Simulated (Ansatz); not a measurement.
**GaN: comparing deformations**

Level of theory: DFT r2SCAN, scalar-relativistic, plane waves, PAW (Ansatz). Settings: plane waves to 500 eV, k-mesh 10×10×10 (Γ-centred), Gaussian smearing 0.05 eV. No spin polarisation. Energies are free energies at this smearing, counted from the undisturbed cell; pressure is positive in compression.

The undisturbed cell (relaxed at this level; this zinc-blende form isn't the usual structure):

```yaml
crystal:
  lattice:
    - [0.00000, 2.24894, 2.24894]
    - [2.24894, 0.00000, 2.24894]
    - [2.24894, 2.24894, 0.00000]
  atoms:
    - { symbol: Ga, position: [0.00000, 0.00000, 0.00000] }
    - { symbol: N, position: [0.75000, 0.75000, 0.75000] }
```

The cell is strained by ε times a Voigt pattern (xx, yy, zz, yz, xz, xy; engineering shear) with fractional coordinates fixed. τ = (1/V0) dE/dε comes from the stress tensor. Of each scan, only the three points used here are listed.

| pattern | ε | τ (GPa) |
| --- | --- | --- |
| (0, 0, 0, 1, 0, 0) | -0.0075 | -1.50 |
| (0, 0, 0, 1, 0, 0) | 0.0000 | 0.00 |
| (0, 0, 0, 1, 0, 0) | 0.0075 | 1.50 |
| (0, 0, 1, 0, 0, 0) | -0.0150 | -4.32 |
| (0, 0, 1, 0, 0, 0) | 0.0000 | 0.00 |
| (0, 0, 1, 0, 0, 0) | 0.0150 | 4.21 |

Which constants do the scans give, and which deformation costs least for the same size of strain tensor?

The slope dτ/dε at zero (parabola through three points) is pᵀCp: (0, 0, 0, 1, 0, 0) gives C44 = 200 GPa; (0, 0, 1, 0, 0, 0) gives C11 = 284 GPa. The size of the strain tensor, ε:ε, is ε² times 0.5, 1.0. Per unit of it the stiffnesses are 401, 284 GPa, so (0, 0, 1, 0, 0, 0) is the softest of these: at ε:ε = (1 %)² the quadratic term costs 1.01 meV/atom against 1.42 for the stiffest. These are clamped-ion values.

Forces appear on the atoms along this scan, and letting them relax would lower the energy and soften the response.

Cost: 18 runs of about 3.1 core-minutes in all, on Intel Xeon Platinum 8259CL (Skylake/Cascade Lake) (shared hosts).